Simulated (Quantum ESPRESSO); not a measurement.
**HfO2 under changes of volume**

One of the cells (11.532 Å³/atom); the others are scaled copies at fixed shape and fractional positions:

```xyz
12
Lattice="5.1180 0.0000 0.0000 0.0000 5.1857 0.0000 -0.8587 0.0000 5.2139" Properties=species:S:1:pos:R:3 pbc="T T T"
Hf    0.8021    2.3870    3.6914
Hf    3.0279    4.9798    4.1294
Hf    3.4573    2.7987    1.5224
Hf    1.2314    0.2059    1.0845
O    -0.3473    0.8733    4.4146
O     4.1773    3.4661    3.4062
O     4.6066    4.3124    0.7993
O     0.0821    1.7196    1.8076
O     1.4549    3.8473    5.1101
O     2.3751    1.2544    2.7107
O     2.8045    1.3384    0.1038
O     1.8842    3.9313    2.5032
```

| Quantity | Value |
| --- | --- |
| Program | Quantum ESPRESSO 7.5 |
| Functional | LDA |
| Potentials or basis | JTH 2.0 LDA |
| Cutoff | 490 eV |
| Density cutoff | 2939 eV |
| k mesh | 3 × 3 × 3 |
| Occupations | fermi-dirac, width 0.05 eV |
| Spin | no spin polarisation |

```tsv
volume (Å³/atom)	energy over the lowest point (meV/atom)	gap on the mesh (eV)	largest force (eV/Å)
10.840	4.27	4.29	0.583
11.070	0.00	4.22	0.517
11.301	3.88	4.15	0.461
11.532	15.30	4.08	0.415
11.762	32.99	4.01	0.382
11.993	56.77	3.94	0.359
12.223	?	?	?
```

Question: What does the run at 12.223 Å³/atom give?

Answer: Energy over the lowest point 85.63 meV/atom; gap on the mesh 3.88 eV; largest force 0.361 eV/Å.

Worked out: A Birch-Murnaghan fit of order 3 (a polynomial in V^(-2/3)) to the other rows has its minimum at 11.07 Å³/atom with B0 = V·E''(V) = 274 GPa and B' = 4.5 at fixed shape and positions, which overstates the stiffness. It gives 85.59 meV/atom at 12.223 Å³/atom, against the run's 85.63. A straight line through the other rows of the gap, of slope -3.46 eV per unit of ln V, extrapolates to 3.88 eV, against the run's 3.88.

Energies are extrapolated to zero smearing.

Caveats: some runs use coarse meshes; the cutoff is low for these files, which shifts pressure and relaxed volume; spin-orbit coupling is left out, which moves the levels of the heavy elements; an odd mesh through Γ misses points on the zone boundary, where band edges often lie.
